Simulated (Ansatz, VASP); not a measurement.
## BN: VASP beside Ansatz

```
N B
1.0
     0.00000    1.81300    1.81300
     1.81300    0.00000    1.81300
     1.81300    1.81300    0.00000
N B
1 1
Direct
  0.25000 0.25000 0.25000
  0.00000 0.00000 0.00000
```

The cell is a database's computed one.

Alike in both runs: task band structure; functional r2SCANh; k mesh 7 × 7 × 7; occupations fermi-dirac, width 0.05 eV; no spin polarisation.

|  | VASP | Ansatz |
| --- | --- | --- |
| version | VASP 6.6.1 | Ansatz 0.2.0 |
| potentials or method | VASP PAW PBE potentials, release 64 (N, B) | Ansatz PAW |
| plane-wave cutoff (eV) | 520 | 500 |
| valence electrons in the cell | 8 | 8 |

|  | VASP | Ansatz | Ansatz less VASP |
| --- | --- | --- | --- |
| gap on the k mesh at the Fermi level (eV) | 5.98 | 6.00 | +0.015 |
| least direct gap on the mesh (eV) | 10.37 | 10.40 | +0.033 |
| pressure (GPa) | -6.8 | -7.8 | -1.04 |

Caveats: the k mesh is coarse (spacing up to 0.43 Å⁻¹), so the values aren't converged, least of all with exact exchange; an unscreened hybrid on a path of extra k points without a Coulomb cutoff has errors near the mesh points, so the bands along the path aren't reliable (VASP); the PAW data sets were made with another functional, which shifts forces and pressure a little (VASP); the k mesh misses the band edges, so the gap on the mesh is wider than the one along the path (Ansatz); the PAW data sets come from PBE, with cores solved anew for the run's functional, which leaves a small shift of forces and pressure (Ansatz); the thresholds are loose for stress (Ansatz).
